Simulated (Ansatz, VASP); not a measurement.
# NiSb: VASP beside Ansatz

```xyz
4
Lattice="4.0536 0.0000 0.0000 -2.0268 3.5106 0.0000 0.0000 0.0000 5.2580" Properties=species:S:1:pos:R:3 pbc="T T T"
Ni    0.0000    0.0000    0.0000
Ni    0.0000    0.0000    2.6290
Sb    0.0000    2.3404    1.3145
Sb    2.0268    1.1702    3.9435
```

Alike in both runs: functional PBE; k mesh 12 × 12 × 8; occupations gaussian, width 0.1 eV; no spin polarisation.

Ansatz relaxed the structure, and its values are those at the end. VASP's run is a single point on that final structure, the one shown.

|  | VASP | Ansatz |
| --- | --- | --- |
| version | VASP 6.6.1 | Ansatz 0.2.0 |
| potentials or method | VASP PAW PBE potentials, release 64 (Ni, Sb) | scalar-relativistic, plane waves, PAW |
| plane-wave cutoff (eV) | 520 | 420 |
| valence electrons in the cell | 30 | 66 |

```tsv
	VASP	Ansatz	Ansatz less VASP
gap on the k mesh at the Fermi level (eV)	none	none	-
pressure (GPa)	-5.7	-5.7	+0.09
```

A gap of «none» marks a metal or a gap that the smearing closes. The two sets of potentials don't hold the same shells in valence.

Spin-orbit coupling is left out, which matters for the levels of Sb. Spin polarisation is off, so any magnetic state and its effect on volume and gap are missing.
